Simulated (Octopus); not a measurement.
MgS: equation of state with PBEsol

The system is MgS.

```
S Mg
1.0
     0.00000    2.83312    2.83312
     2.83312    0.00000    2.83312
     2.83312    2.83312    0.00000
S Mg
1 1
Direct
  0.25000 0.25000 0.25000
  0.00000 0.00000 0.00000
```

The cell comes from a database or a generator and needn't be the stable form of this composition.

- Program: Octopus 16.4
- Task: equation of state
- Functional: PBEsol
- Potentials or basis: pseudodojo_pbesol (PseudoDojo 0.4, PBEsol)
- k mesh: 8 × 8 × 8
- Occupations: fermi-dirac, width 0.05 eV
- Spin: no spin polarisation

The equilibrium volume is 22.88 Å³/atom (rough: see the caveat). The bulk modulus is 65 GPa (rough).

Energy against volume, from the lowest point:
```csv
volume (Å³/atom),energy (meV/atom)
21.376,20.26
21.831,9.74
22.285,3.07
22.740,0.00
23.195,0.72
23.650,4.97
24.105,12.84
```

All runs of the series together: 22 min on 1 thread of Intel(R) Xeon(R) 6975P-C (Granite Rapids), with other jobs on the host.

Caveat: the fit is doubtful: noisy points or a state that changes with volume; the number of grid points is fixed, so the spacing changes with the cell, which shifts volumes and moduli.
